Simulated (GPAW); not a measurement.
Set up this calculation in GPAW 26.7.0, as an ASE script.

| Item | Value |
| --- | --- |
| Task | equation of state |
| Functional | PBEsol |
| Potentials or basis | PAW data sets generated in the run's folder for this functional |
| Cutoff | 600 eV |
| Basis | pw |
| k mesh | 8 × 8 × 8 |
| Occupations | fermi-dirac, width 0.05 eV |
| Spin | no spin polarisation |
| Maxiter | 150 |
| Eos scales | [0.94, 0.96, 0.98, 1.0, 1.02, 1.04, 1.06] |

The system is GaAs.

```
As Ga
1.0
     0.00000    2.82685    2.82685
     2.82685    0.00000    2.82685
     2.82685    2.82685    0.00000
As Ga
1 1
Direct
  0.75000 0.75000 0.75000
  0.00000 0.00000 0.00000
```

These files were run (other wordings do the same):

run.py

```python
from ase import Atoms
from ase.eos import EquationOfState
from ase.io import Trajectory
from ase.units import GPa
from gpaw import GPAW, PW, setup_paths

setup_paths.insert(0, '.')

atoms = Atoms(['As', 'Ga'],
              cell=[[0.0, 2.82685, 2.82685],
                    [2.82685, 0.0, 2.82685],
                    [2.82685, 2.82685, 0.0]],
              scaled_positions=[[0.75, 0.75, 0.75],
                                [0.0, 0.0, 0.0]],
              pbc=True)

traj = Trajectory('eos.traj', 'w')
volumes, energies = [], []
for x in [0.94, 0.96, 0.98, 1.0, 1.02, 1.04, 1.06]:
    a = atoms.copy()
    a.set_cell(atoms.cell * x**(1 / 3), scale_atoms=True)
    calc = GPAW(mode=PW(600),
                xc='PBEsol',
                kpts={'size': (8, 8, 8), 'gamma': True},
                occupations={'name': 'fermi-dirac', 'width': 0.05},
                nbands=11,
                convergence={'density': 1e-05, 'energy': 1e-05},
                maxiter=150,
                txt=f'eos-{x:.2f}.txt')
    a.calc = calc
    energies.append(a.get_potential_energy(force_consistent=True))
    volumes.append(a.get_volume())
    p = -a.get_stress()[:3].mean() / GPa
    calc.write(f'eos-{x:.2f}.gpw')
    traj.write(a)
    print(f'{x:.2f} {volumes[-1]:10.4f} A^3 {energies[-1]:14.6f} eV {p:9.3f} GPa', flush=True)

v0, e0, B = EquationOfState(volumes, energies, eos='birchmurnaghan').fit()
print(f'V0 = {v0:.4f} A^3, E0 = {e0:.6f} eV, B0 = {B / GPa:.2f} GPa')
```

Potentials or basis: PAW data sets generated in the run's folder for this functional, pw.

Command:

```sh
$ gpaw-setup -f PBEsol As Ga
$ OMP_NUM_THREADS=1 python run.py
```

Results of the run:

The equilibrium volume is 22.99 Å³/atom. The bulk modulus is 71 GPa and the pressure derivative of the bulk modulus is 4.9.

Run time: 2.3 min on 1 thread of Intel(R) Xeon(R) Processor @ 2.50GHz (Skylake/Cascade Lake), with other jobs on the host, peak memory 0.25 GiB.
